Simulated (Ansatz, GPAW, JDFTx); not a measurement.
# One calculation of KF, 3 ways

```xyz
2
Lattice="0.0000 2.6719 2.6719 2.6719 0.0000 2.6719 2.6719 2.6719 0.0000" Properties=species:S:1:pos:R:3 pbc="T T T"
K     0.0000    0.0000    0.0000
F     2.6719    2.6719    2.6719
```

Alike in all runs: task single point; functional LDA; k mesh 9 × 9 × 9; occupations gaussian, width 0.1 eV; no spin polarisation; no spin-orbit coupling. LDA stands for any of its common fits. Pressure is positive in compression and, in plane waves, holds the error of the finite cutoff.

| program and potentials | plane-wave cutoff (eV) | notes | pressure (GPa) |
| --- | --- | --- | --- |
| JDFTx, PseudoDojo-SR-LDA-0.4.1-standard with smoothed tails | 1143 | - | -3.60 |
| Ansatz, all-electron LAPW, scalar-relativistic | - | - | -3.49 |
| GPAW, the program's PAW data sets (release 1.2.1) made for this functional | 800 | - | -4.34 |

The pressure spans -4.34 (GPAW, the program's PAW data sets (release 1.2.1) made for this functional) to -3.49 GPa (Ansatz, all-electron LAPW, scalar-relativistic), with all-electron results at -3.49.

Differences between rows come from potentials, basis sets and numerical settings, since the functional is the same but for its coding. Runs on potential files found faulty are left out.
